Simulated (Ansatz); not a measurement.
# Is this BeTe5 stable against decomposition?

All numbers below come from Ansatz, DFT PBE, scalar-relativistic, plane waves, PAW. All cells share a 420 eV cutoff and Γ-centred k meshes spaced at most about 0.3 Å⁻¹ (about 0.25 or finer for metals, 2π included). No spin polarisation.

Formation energies are uncorrected and refer to the elements' standard structures at the same level.

Temperature and zero-point effects are left out. Weakly bound directions are ill-defined at this level, which has no dispersion term (BeTe5 P-3m1). Spin–orbit coupling, which can matter for Te, is left out. The reference form of Te is held partly by dispersion forces, which this level lacks.

The competitors are the elements and 1 reference phase of this chemical system (from databases or known types: BeTe), relaxed at the same level; other known phases may be missing.

The candidate was reached from: random cell.

```yaml
crystal:
  lattice:
    - [6.36421, 0.00000, 0.00000]
    - [-3.18210, 5.51156, 0.00000]
    - [0.00000, 0.00000, 6.82737]
  atoms:
    - { symbol: Be, position: [0.00000, 0.00000, 0.50000] }
    - { symbol: Te, position: [0.50000, 0.00000, 0.50000] }
    - { symbol: Te, position: [0.00000, 0.50000, 0.50000] }
    - { symbol: Te, position: [0.50000, 0.50000, 0.50000] }
    - { symbol: Te, position: [0.33333, 0.66667, 0.14944] }
    - { symbol: Te, position: [0.66667, 0.33333, 0.85056] }
```

**Question.** Where does it stand against these competitors?

**Answer.** Not stable. Its formation energy is 0.607 eV/atom. The lowest competing mixture at this composition is this:

```
phase      space group   source  share of atoms  ΔE_f (eV/atom)
   Te                -  element          0.6667           0.000
 BeTe  F-43m (No. 216)      COD          0.3333          -0.361
```

The mixture lies at -0.120 eV/atom, and the candidate lies 0.73 eV/atom above it. The candidate matches no cell in the subsets of the Crystallography Open Database and the Materials Project at hand. A phase this far over the hull is unlikely to be made. It holds Te–Te nets (shortest 3.02 Å).
